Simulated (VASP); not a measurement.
Here is a VASP 6.6.1 calculation.

File INCAR:

```
PREC = Accurate
ENCUT = 580
EDIFF = 1E-7
ISMEAR = -1
SIGMA = 0.05
LREAL = F
LASPH = T
NELM = 80
ALGO = Normal
ISIF = 3
LWAVE = F
LCHARG = F
GGA = PE
IBRION = 2
NSW = 40
EDIFFG = -0.02
```

The input KPOINTS:

```
regular mesh
0
Gamma
  7 7 7
```

The input POSCAR:

```
Al2O3
1.0
    2.3802500000      1.3742379782      4.3318666667
   -2.3802500000      1.3742379782      4.3318666667
    0.0000000000     -2.7484759565      4.3318666667
Al O
4 6
Direct
    0.8521600000      0.8521600000      0.8521600000
    0.6478400000      0.6478400000      0.6478400000
    0.1478400000      0.1478400000      0.1478400000
    0.3521600000      0.3521600000      0.3521600000
    0.0566800000      0.7500000000      0.4433200000
    0.7500000000      0.4433200000      0.0566800000
    0.4433200000      0.0566800000      0.7500000000
    0.9433200000      0.2500000000      0.5566800000
    0.2500000000      0.5566800000      0.9433200000
    0.5566800000      0.9433200000      0.2500000000
```

Potentials or basis: VASP PAW PBE potentials, release 54 (Al, O).

The run is started by

```sh
$ cat potpaw_PBE.54/Al/POTCAR potpaw_PBE.54/O/POTCAR > POTCAR
$ mpirun -np 1 vasp_std > vasp.out
```

**Question.** What does it give for the space group after relaxing (to 0.05 Å)?

**Answer.** R-3c (No. 167).

**Question.** Predict the relaxed volume.

**Answer.** 8.74 Å³/atom.

**Question.** Estimate the relaxed cell.

**Answer.** a = 5.178 Å, b = 5.178 Å, c = 5.178 Å, α = 55.30°, β = 55.30°, γ = 55.30°.

Forces in eV/Å, atoms in the order of the input:
```
Al   0.000  0.000  0.003
Al   0.000  0.000 -0.003
Al   0.000  0.000 -0.003
Al   0.000  0.000  0.003
O   -0.001 -0.002  0.000
O   -0.001  0.002  0.000
O    0.002  0.000  0.000
O    0.001  0.002  0.000
O    0.001 -0.002  0.000
O   -0.002  0.000  0.000
```

 PBE usually gives volumes a little too large and moduli too small.
